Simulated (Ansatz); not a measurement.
A relaxation computed with Ansatz, from input to last step.

```yaml
crystal:
  lattice:
    - [-1.3389297597, 1.3389297597, 1.2928220654]
    - [1.3389297597, -1.3389297597, 1.2928220654]
    - [1.3389297597, 1.3389297597, -1.2928220654]
  atoms:
    - { symbol: Cu, position: [0.0, 0.0, 0.0] }
basis:
  ecutwfc: 500
kpoints:
  mp_grid: { grid: [22, 22, 22] }
hamiltonian:
  xc: r2scan
scf:
  occupations: { method: gaussian, width: 0.1 }
output:
  forces: true
  stress: true
  eigenvalues: true
relax:
  adjacent_minimum: "off"
  f_tol: 0.008
  max_steps: 50
  cell: { stress_tol: 0.08, p_target: 60.0 }
```

```bash
ansatz run input.yaml --threads 1 --pin off --max-ram 2560MiB --backend cpu --events-out ev --progress --plain --runs-dir out
```

The calculation used DFT r2SCAN, scalar-relativistic, plane waves, PAW (Ansatz 0.2.0).

Of 5 frames 4 are shown, positions in Å and forces in eV/Å; the SCF threshold varies from step to step. Steps run on the plane waves of an earlier cell, with a Pulay correction in the pressure. The basis is chosen afresh for the last frame, the zero of the energies, and at times for earlier ones too; energy and pressure step there, also at an unchanged geometry. The relaxation lowers the enthalpy F + PV at the target pressure, so the free energy itself can rise.

```xyz
1
Lattice="-1.3389 1.3389 1.2928 1.3389 -1.3389 1.2928 1.3389 1.3389 -1.2928" Properties=species:S:1:pos:R:3:forces:R:3 pbc="T T T" step=1 free_energy_over_end_meV_per_atom=-11.32 pressure_GPa=58.62
Cu    0.0000    0.0000    0.0000    0.0000    0.0000    0.0000
1
Lattice="-1.3378 1.3378 1.2925 1.3378 -1.3378 1.2925 1.3378 1.3378 -1.2925" Properties=species:S:1:pos:R:3:forces:R:3 pbc="T T T" step=2 free_energy_over_end_meV_per_atom=-4.49 pressure_GPa=59.47
Cu    0.0000    0.0000    0.0000    0.0000    0.0000    0.0000
1
Lattice="-1.3366 1.3366 1.2929 1.3366 -1.3366 1.2929 1.3366 1.3366 -1.2929" Properties=species:S:1:pos:R:3:forces:R:3 pbc="T T T" step=3 free_energy_over_end_meV_per_atom=0.31 pressure_GPa=60.06
Cu    0.0000    0.0000    0.0000    0.0000    0.0000    0.0000
1
Lattice="-1.3346 1.3346 1.2968 1.3346 -1.3346 1.2968 1.3346 1.3346 -1.2968" Properties=species:S:1:pos:R:3:forces:R:3 pbc="T T T" step=5 free_energy_over_end_meV_per_atom=0.00 pressure_GPa=60.00
Cu    0.0000    0.0000    0.0000    0.0000    0.0000    0.0000
```

Time: 69 s on 1 thread of Arm Neoverse V2, with other jobs on the host, peak memory 0.45 GiB.